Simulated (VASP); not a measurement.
# Ta (Im-3m) in VASP: further runs

One crystal, Ta, is run at these levels: PBE; tasks: relaxation of cell and atoms, vibrations by finite differences.

Everything below comes from runs of VASP 6.6.1. Logs are shortened: lines on timing, memory, paths and dates and some standing lists are left out, and cuts for length are marked.

### Step 1. Starting point

The structure is cubic, space group Im-3m (No. 229). The conventional cell has a = 3.303 Å, b = 3.303 Å, c = 3.303 Å, α = 90.00°, β = 90.00°, γ = 90.00°. Ta (site symmetry m-3m) has 8 Ta at 2.86 Å as nearest neighbours.

### Step 2. Relaxation of cell and atoms, PBE

File INCAR:

```
SYSTEM = Ta
  PREC = Accurate
  ENCUT = 520
  EDIFF = 1E-7
  ISMEAR = 0
  SIGMA = 0.1
  LREAL = .False.
  LASPH = .True.
  NELM = 60
  ALGO = Normal
  ISIF = 3
  LWAVE = .False.
  LCHARG = .False.
  GGA = PE
  IBRION = 2
  NSW = 80
  EDIFFG = -0.002
```

File KPOINTS:

```
Automatic mesh
0
Gamma
  18 18 18
  0 0 0
```

File POSCAR:

```
Ta
1.0
   -1.6512800000      1.6512800000      1.6512800000
    1.6512800000     -1.6512800000      1.6512800000
    1.6512800000      1.6512800000     -1.6512800000
Ta
1
Direct
    0.0000000000      0.0000000000      0.0000000000
```

Potentials or basis: VASP PAW PBE potentials, release 64 (Ta).

Started as:

```console
$ cat potpaw_PBE.64/Ta/POTCAR > POTCAR
$ mpirun -np 1 vasp_std > vasp.out
```

OUTCAR:

```text
SYSTEM = Ta
   PREC = Accurate
   ENCUT = 520
   EDIFF = 1E-7
   ISMEAR = 0
   LREAL = .False.
   LASPH = .True.
   NELM = 60
   ISIF = 3
   GGA = PE
   IBRION = 2
   NSW = 80
   EDIFFG = -0.002

 ion  position               nearest neighbor table
   1  0.000  0.000  0.000-

  LATTYP: Found a body centered cubic cell.
 ALAT       =     3.3025600000

  Lattice vectors:

 A1 = (  -1.6512800000,   1.6512800000,   1.6512800000)
 A2 = (   1.6512800000,  -1.6512800000,   1.6512800000)
 A3 = (   1.6512800000,   1.6512800000,  -1.6512800000)

Analysis of symmetry for initial positions (statically):
=====================================================================
 Subroutine PRICEL returns:
 Original cell was already a primitive cell.

 Routine SETGRP: Setting up the symmetry group for a
 body centered cubic supercell.

 Subroutine GETGRP returns: Found 48 space group operations
 (whereof 48 operations were pure point group operations)
 out of a pool of 48 trial point group operations.

The static configuration has the point symmetry O_h .

Analysis of symmetry for dynamics (positions and initial velocities):
=====================================================================
 Subroutine PRICEL returns:
 Original cell was already a primitive cell.

 Routine SETGRP: Setting up the symmetry group for a
 body centered cubic supercell.

 Subroutine GETGRP returns: Found 48 space group operations
 (whereof 48 operations were pure point group operations)
 out of a pool of 48 trial point group operations.

The dynamic configuration has the point symmetry O_h .

 Subroutine INISYM returns: Found 48 space group operations
 (whereof 48 operations are pure point group operations),
 and found     1 'primitive' translations

----------------------------------------------------------------------------------------

                                     Primitive cell

  volume of cell :      18.0104

  direct lattice vectors                    reciprocal lattice vectors
    -1.651280000  1.651280000  1.651280000     0.000000000  0.302795407  0.302795407
     1.651280000 -1.651280000  1.651280000     0.302795407  0.000000000  0.302795407
     1.651280000  1.651280000 -1.651280000     0.302795407  0.302795407  0.000000000

  length of vectors
     2.860100858  2.860100858  2.860100858     0.428217371  0.428217371  0.428217371

  position of ions in fractional coordinates (direct lattice)
     0.000000000  0.000000000  0.000000000

  ion indices of the primitive-cell ions
   primitive index   ion index
                 1           1

----------------------------------------------------------------------------------------

 KPOINTS: Automatic mesh

Automatic generation of k-mesh.
 Grid dimensions read from file:
 generate k-points for:   18   18   18

 Generating k-lattice:

  Cartesian coordinates                     Fractional coordinates (reciprocal lattice)
     0.000000000  0.016821967  0.016821967     0.055555556  0.000000000  0.000000000
     0.016821967  0.000000000  0.016821967     0.000000000  0.055555556  0.000000000
     0.016821967  0.016821967  0.000000000     0.000000000  0.000000000  0.055555556

  Length of vectors
     0.023789854  0.023789854  0.023789854

  Shift w.r.t. Gamma in fractional coordinates (k-lattice)
     0.000000000  0.000000000  0.000000000

 Subroutine IBZKPT returns following result:
 ===========================================

 Found    195 irreducible k-points:

 Following reciprocal coordinates:
            Coordinates               Weight
  0.000000  0.000000  0.000000      1.000000
  0.055556  0.000000  0.000000     12.000000
  0.111111  0.000000  0.000000     12.000000
  0.166667  0.000000  0.000000     12.000000
  0.222222  0.000000  0.000000     12.000000
  0.277778  0.000000  0.000000     12.000000
[... 16 lines left out ...]
  0.333333  0.111111  0.000000     48.000000
  0.388889  0.111111  0.000000     48.000000
 [... further k-points ...]
   k-points           NKPTS =    195   k-points in BZ     NKDIM =    195   number of bands    NBANDS=      6
   number of dos      NEDOS =    301   number of ions     NIONS =      1
   total plane-waves  NPLWV =  13824
   dimension x,y,z NGX =    24 NGY =   24 NGZ =   24
   dimension x,y,z NGXF=    48 NGYF=   48 NGZF=   48
   ions per type =               1
   NGX,Y,Z   is equivalent  to a cutoff of  13.95, 13.95, 13.95 a.u.
   NGXF,Y,Z  is equivalent  to a cutoff of  27.90, 27.90, 27.90 a.u.
 SYSTEM =  Ta
   PREC   = accura    normal or accurate (medium, high low for compatibility)
   ISTART =      0    job   : 0-new  1-cont  2-samecut
   ICHARG =      2    charge: 1-file 2-atom 10-const
   ISPIN  =      1    spin polarized calculation?
   LNONCOLLINEAR =      F non collinear calculations
   LSORBIT =      F    spin-orbit coupling
   LASPH  =      T    aspherical Exc in radial PAW
   ENCUT  =  520.0 eV  38.22 Ry    6.18 a.u.   5.32  5.32  5.32*2*pi/ulx,y,z
   NELM   =     60;   NELMIN=  2; NELMDL= -5     # of ELM steps
   EDIFF  = 0.1E-06   stopping-criterion for ELM
   LREAL  =      F    real-space projection
   EDIFFG = -.2E-02   stopping-criterion for IOM
   NSW    =     80    number of steps for IOM
   IBRION =      2    ionic relax: 0-MD 1-quasi-New 2-CG
   NFREE  =      1    steps in history (QN), initial steepest desc. (CG)
   ISIF   =      3    stress and relaxation
   ISYM   =      2    0-nonsym 1-usesym 2-fastsym
   POTIM  = 0.5000    time-step for ionic-motion
   TEBEG  =    0.0;   TEEND  =   0.0 temperature during run
   PSTRESS=    0.0 pullay stress
   NELECT =       5.0000    total number of electrons
   NUPDOWN=      -1.0000    fix difference up-down
   EMIN   =  10.00;   EMAX   =-10.00  energy-range for DOS
   EFERMI =   0.00;   METHOD = LEGACY
   ISMEAR =     0;   SIGMA  =   0.10  broadening in eV -4-tet -1-fermi 0-gaus
   EFERMI_NEDOS =   21; number of points for ismear=-14 and -15
   IALGO  =     38    algorithm
   IMIX   =      4    mixing-type and parameters
     AMIX     =   0.40;   BMIX     =  1.00
     AMIX_MAG =   1.60;   BMIX_MAG =  1.00
  volume/ion in A,a.u.               =      18.01       121.54
  Fermi-wavevector in a.u.,A,eV,Ry     =   1.067966  2.018163 15.518145  1.140551
  Thomas-Fermi vector in A             =   2.203599
   LORBIT       =      0    0 simple, 1 ext, 2 COOP (PROOUT), +10 PAW based schemes
   GGA     = PE    functional components
   LHFCALC =     F    Hartree Fock is set to
   AEXX    =    0.0000 exact exchange contribution
   IVDW    =     0    specifies the selected vdW correction
   LEPSILON=     F    determine dielectric tensor
   LRPA    =     F    only Hartree local field effects (RPA)
 conjugate gradient relaxation of ions
 non-spin polarized calculation
 Gauss-broadening in eV      SIGMA  =   0.10
  energy-cutoff  :      520.00
  volume of cell :       18.01
 maximum number of plane-waves:       498
 NGX is ok and might be reduce to    24
   NGX = 11   NGY = 11   NGZ = 11

--------------------------------------- Ionic step        1  -------------------------------------------

 number of electron       5.0000000 magnetization

 Free energy of the ion-electron system (eV)
  ---------------------------------------------------
  ext. energy  EPLUGINS =         0.00000000
  ---------------------------------------------------
  free energy    TOTEN  =       -11.86637460 eV

  energy without entropy =      -11.86033224  energy(sigma->0) =      -11.86335342

------------------------ aborting loop because EDIFF is reached ----------------------------------------

  FORCE on cell =-STRESS in cart. coord.  units (eV):
  Direction    XX          YY          ZZ          XY          YZ          ZX
  --------------------------------------------------------------------------------------
  -------------------------------------------------------------------------------------
  Total        0.1157751      0.1157751      0.1157751      0.0000000      0.0000000      0.0000000
  in kB       10.2991982     10.2991982     10.2991982      0.0000000      0.0000000      0.0000000
  external PRESSURE =      10.2991982 kB  Pullay stress =       0.0000000 kB
[... 55 lines left out ...]
  energy  without entropy=      -11.8590498866  energy(sigma->0) =      -11.86209041

--------------------------------------- Ionic step        3  -------------------------------------------

 number of electron       5.0000000 magnetization

 Free energy of the ion-electron system (eV)
  ---------------------------------------------------
  ext. energy  EPLUGINS =         0.00000000
  ---------------------------------------------------
  free energy    TOTEN  =       -11.86666230 eV

  energy without entropy =      -11.86060916  energy(sigma->0) =      -11.86363573

 E-fermi :   5.7239     XC(G=0): -12.3787

 val. band max:        5.7074850491   @ k =   0.3333   0.0000   0.0000
 cond. band min:       5.7366584219   @ k =  -0.2778   0.3889   0.1111
 fundamental gap:      0.0291733727
 Fermi energy:         5.7239157388

 k-point     1 :       0.0000    0.0000    0.0000
  band No.  band energies     occupation
      1      -2.1717      2.00000
      2       6.4494      0.00000
      3       6.4494      0.00000
      4       6.4494      0.00000
      5       9.7004      0.00000
      6       9.7004      0.00000

 k-point     2 :       0.0556    0.0000    0.0000
  band No.  band energies     occupation
      1      -2.0371      2.00000
      2       6.3595      0.00000
      3       6.4240      0.00000
      4       6.5834      0.00000
      5       9.5525      0.00000
      6       9.7003      0.00000
[... 190 lines left out ...]
 k-point    24 :       0.3889    0.1111    0.0000
  band No.  band energies     occupation
      1       1.7533      2.00000
      2       4.3086      2.00000
      3       6.3557      0.00000
      4       9.4493      0.00000
      5      10.7318      0.00000
      6      13.5508      0.00000

 [... further k-points ...]

------------------------ aborting loop because EDIFF is reached ----------------------------------------

  FORCE on cell =-STRESS in cart. coord.  units (eV):
  Direction    XX          YY          ZZ          XY          YZ          ZX
  --------------------------------------------------------------------------------------
  -------------------------------------------------------------------------------------
  Total        0.0011993      0.0011993      0.0011993      0.0000000      0.0000000     -0.0000000
  in kB        0.1061558      0.1061558      0.1061558      0.0000000      0.0000000     -0.0000000
  external PRESSURE =       0.1061558 kB  Pullay stress =       0.0000000 kB
[... 16 lines left out ...]
  FREE ENERGIE OF THE ION-ELECTRON SYSTEM (eV)
  ---------------------------------------------------
  free  energy   TOTEN  =       -11.8666622966 eV

  energy  without entropy=      -11.8606091608  energy(sigma->0) =      -11.86363573

 reached required accuracy - stopping structural energy minimisation
```

Run time: 40 s. Hardware: 1 thread of AMD EPYC 7R13 (Zen 3), shared host; peak memory 0.13 GiB.

What came out:

* Free energy: -11.8667 eV
* Relaxed volume: 18.10 Å³/atom
* Relaxed cell: a = 2.865 Å, b = 2.865 Å, c = 2.865 Å, α = 109.47°, β = 109.47°, γ = 109.47°
* Space group after relaxing (to 0.05 Å): Im-3m (No. 229)
* Energy gained by relaxing: 0.3 meV/atom
* Ionic steps: 3
* Pressure after relaxing: 0.0 GPa
* Band gap on the k mesh: none (metal or under the smearing width)

The path:
| step | energy change (eV) | largest force (eV/Å) | pressure (GPa) | volume (Å³) |
| --- | --- | --- | --- | --- |
| 1 | 0.0000 | 0.0000 | 1.03 | 18.01 |
| 2 | 0.0012 | 0.0000 | -2.28 | 18.31 |
| 3 | -0.0003 | 0.0000 | 0.01 | 18.10 |

Final structure:
```xyz
1
Lattice="-1.6541 1.6541 1.6541 1.6541 -1.6541 1.6541 1.6541 1.6541 -1.6541" Properties=species:S:1:pos:R:3 pbc="T T T"
Ta    0.0000    0.0000    0.0000
```

Levels at points of the mesh, in eV from the Fermi level:
| k point | band 1 | band 2 | band 3 | band 4 | band 5 | band 6 |
| --- | --- | --- | --- | --- | --- | --- |
| (0.00, 0.00, 0.00) | -7.90 | 0.73 | 0.73 | 0.73 | 3.98 | 3.98 |
| (0.50, 0.00, 0.00) | -4.36 | -1.53 | 1.56 | 3.86 | 4.87 | 7.73 |
| (0.50, 0.50, 0.50) | -3.78 | -3.78 | 6.78 | 6.78 | 6.78 | 8.57 |

The run has no spin-orbit coupling, so splittings on Ta are missing. Zero-point motion and thermal expansion aren't in these numbers.

### Step 3. Relaxation of cell and atoms, PBE

This run uses another cell than the first one, of 18.10 Å³/atom, 1.005 times its volume.

INCAR is that of step 2.

KPOINTS is that of step 2.

File POSCAR:

```
Ta                                      
1.0
   -1.6540582422      1.6540582422      1.6540582422
    1.6540582422     -1.6540582422      1.6540582422
    1.6540582422      1.6540582422     -1.6540582422
  Ta            
     1
Direct
     0.0000000000000000    0.0000000000000000    0.0000000000000000
```

Potentials or basis: VASP PAW PBE potentials, release 64 (Ta).

Started as:

```console
$ cat potpaw_PBE.64/Ta/POTCAR > POTCAR
$ mpirun -np 1 vasp_std > vasp.out
```

Wall time 16 s (1 thread of AMD EPYC 7R13 (Zen 3), shared host); peak memory 0.13 GiB.

Results (log left out):

```yaml
Free_energy: -11.8667 eV
Pressure_after_relaxing: 0.0 GPa
Band_gap_on_the_k_mesh: none (metal or under the smearing width)
```

Final structure:
```
Ta
1.0
    -1.65406    1.65406    1.65406
     1.65406   -1.65406    1.65406
     1.65406    1.65406   -1.65406
Ta
1
Direct
  0.00000 0.00000 0.00000
```

Levels at points of the mesh, in eV from the Fermi level:
```tsv
k point	band 1	band 2	band 3	band 4	band 5
(0.00, 0.00, 0.00)	-7.90	0.73	0.73	0.73	3.98
(0.50, 0.00, 0.00)	-4.36	-1.53	1.56	3.86	4.87
(0.50, 0.50, 0.50)	-3.78	-3.78	6.78	6.78	6.78
```

Caveat: the relaxation stopped at its first step, so nothing moved.

### Step 4. Vibrations by finite differences, PBE

This run uses another cell than the first one, of 18.10 Å³/atom, 1.005 times its volume.

File INCAR:

```
ALGO = Normal ; EDIFF = 1E-8
ENCUT = 520 ; GGA = PE
IBRION = 6 ; ISIF = 3
ISMEAR = 0 ; LASPH = T
LCHARG = F ; LREAL = F
LWAVE = F ; NELM = 60
NFREE = 2 ; NSW = 1
POTIM = 0.015 ; PREC = Accurate
SIGMA = 0.1
```

File KPOINTS:

```
k-points
0
Gamma
  18 18 18
```

POSCAR is that of step 3.

Started as:

```console
$ cat potpaw_PBE.64/Ta/POTCAR > POTCAR
$ mpirun -np 1 vasp_std > vasp.out
```

It took 13 min on 1 thread of AMD EPYC 7R13 (Zen 3), shared host; peak memory 0.41 GiB.

It converged, with:

- Elastic constants C11, C12, C44: 272, 165, 68 GPa
- Voigt bulk modulus: 200 GPa

Elastic tensor in Voigt notation (GPa, in the Cartesian axes of the cell as first typed):
```
272 165 165   0   0   0
165 272 165   0   0   0
165 165 272   0   0   0
  0   0   0  68   0   0
  0   0   0   0  68   0
  0   0   0   0   0  68
```

Clamped-ion elastic tensor (GPa):
```
272 165 165   0   0   0
165 272 165   0   0   0
165 165 272   0   0   0
  0   0   0  68   0   0
  0   0   0   0  68   0
  0   0   0   0   0  68
```
